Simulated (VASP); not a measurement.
Set up this calculation in VASP 6.6.1, as the native input.

```yaml
Task: relaxation of cell and atoms
Functional: PBE
Dispersion: D3(BJ)
Potentials_or_basis: VASP PAW PBE potentials, release 64 (Li_sv)
Cutoff: 600 eV
k_mesh: 18 × 18 × 18
Occupations: methfessel-paxton, width 0.1 eV
Spin: no spin polarisation
Further_INCAR_settings: ALGO = Normal; EDIFF = 1e-06; IBRION = 2; EDIFFG = -0.01; NSW = 90; ISIF = 3
```

The structure of Li lies in POSCAR:

```
Li
1.0
   -1.7546500000      1.7546500000      1.7546500000
    1.7546500000     -1.7546500000      1.7546500000
    1.7546500000      1.7546500000     -1.7546500000
Li
1
Direct
    0.0000000000      0.0000000000      0.0000000000
```

These files were run (other wordings do the same):

INCAR

```
  PREC = Accurate
  ENCUT = 600
  EDIFF = 1E-6
  ISMEAR = 1
  SIGMA = 0.1
  LREAL = False
  LASPH = True
  NELM = 80
  ALGO = Normal
  ISIF = 3
  LWAVE = False
  LCHARG = False
  GGA = PE
  IVDW = 12
  IBRION = 2
  NSW = 90
  EDIFFG = -0.01
```

KPOINTS

```
regular mesh
0
Gamma
  18 18 18
```

Potentials or basis: VASP PAW PBE potentials, release 64 (Li_sv).

The run is started by

```bash
$ cat potpaw_PBE.64/Li_sv/POTCAR > POTCAR
$ mpirun -np 1 vasp_std > vasp.out
```

Results of the run:

- Relaxed volume: 18.03 Å³/atom
- Relaxed cell: a = 2.861 Å, b = 2.861 Å, c = 2.861 Å, α = 109.47°, β = 109.47°, γ = 109.47°
- Space group after relaxing (to 0.05 Å): Im-3m (No. 229)
- Energy gained by relaxing: 26.1 meV/atom
- Ionic steps: 6
- Pressure after relaxing: 0.0 GPa
- Band gap on the k mesh: none (metal or under the smearing width)
- Dispersion energy per atom: -0.190 eV

Caveat: the cutoff is under 1.25 times the usual one of these potentials, so pressure, stress and relaxed cells hold a basis-set (Pulay) error; the volume moved by over 15 % at a fixed basis, so the end points are rough; the volume moved by -17 % from the deposited cell, more than functionals usually miss; pairwise dispersion overbinds metals, which lowers pressure and volume.

Wall time 50 s on 1 thread of Intel(R) Xeon(R) Platinum 8259CL CPU @ 2.50GHz (Skylake/Cascade Lake), with other jobs on the host, peak memory 0.15 GiB.
